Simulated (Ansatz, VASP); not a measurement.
**Ca: VASP beside Ansatz**

File INCAR:

```
SYSTEM = Ca
  PREC = Accurate
  ENCUT = 600
  EDIFF = 1E-6
  ISMEAR = 0
  SIGMA = 0.1
  LREAL = .FALSE.
  LASPH = .TRUE.
  NELM = 100
  ALGO = Normal
  ISIF = 3
  LWAVE = .FALSE.
  LCHARG = .FALSE.
  GGA = PE
  IVDW = 12
  IBRION = 2
  NSW = 70
  EDIFFG = -0.005
```

File KPOINTS:

```
regular mesh
0
G
  14 14 14
  0 0 0
```

Contents of POSCAR:

```
Ca
1.0
   -2.1904913249      2.1904913249      2.1904913249
    2.1904913249     -2.1904913249      2.1904913249
    2.1904913249      2.1904913249     -2.1904913249
Ca
1
Direct
    0.0000000000      0.0000000000      0.0000000000
```

Input for Ansatz:

```yaml
crystal:
  lattice:
    - [-2.1904913249, 2.1904913249, 2.1904913249]
    - [2.1904913249, -2.1904913249, 2.1904913249]
    - [2.1904913249, 2.1904913249, -2.1904913249]
  atoms:
    - { symbol: Ca, position: [0.0, 0.0, 0.0] }
basis:
  ecutwfc: 420
kpoints:
  mp_grid: { grid: [14, 14, 14] }
hamiltonian:
  xc: pbe
  dispersion: d3bj
scf:
  occupations: { method: gaussian, width: 0.1 }
output:
  forces: true
  stress: true
  eigenvalues: true
relax:
  adjacent_minimum: "off"
  f_tol: 0.005
  max_steps: 50
  cell: { stress_tol: 0.05 }
```

Alike in both runs: task relaxation of cell and atoms; functional PBE; dispersion D3(BJ); k mesh 14 × 14 × 14; occupations gaussian, width 0.1 eV; no spin polarisation.

|  | VASP | Ansatz |
| --- | --- | --- |
| version | VASP 6.6.1 | Ansatz 0.2.0 |
| potentials or method | VASP PAW PBE potentials, release 64 (Ca_sv) | scalar-relativistic, plane waves, PAW |
| plane-wave cutoff (eV) | 600 | 420 |
| valence electrons in the cell | 10 | 10 |

```tsv
	VASP	Ansatz	Ansatz less VASP
gap on the k mesh at the Fermi level, each at its own relaxed structure (eV)	none	none	-
relaxed volume (Å³/atom)	40.02	39.90	-0.125
relaxed cell length with the largest relative difference (Å)	3.732	3.728	-0.0039
energy change over the relaxation (meV/atom)	-5	-5	-0.4
```

A gap of «none» marks a metal or a gap that the smearing closes.

Caveats: pairwise dispersion overbinds metals, which lowers pressure and volume.
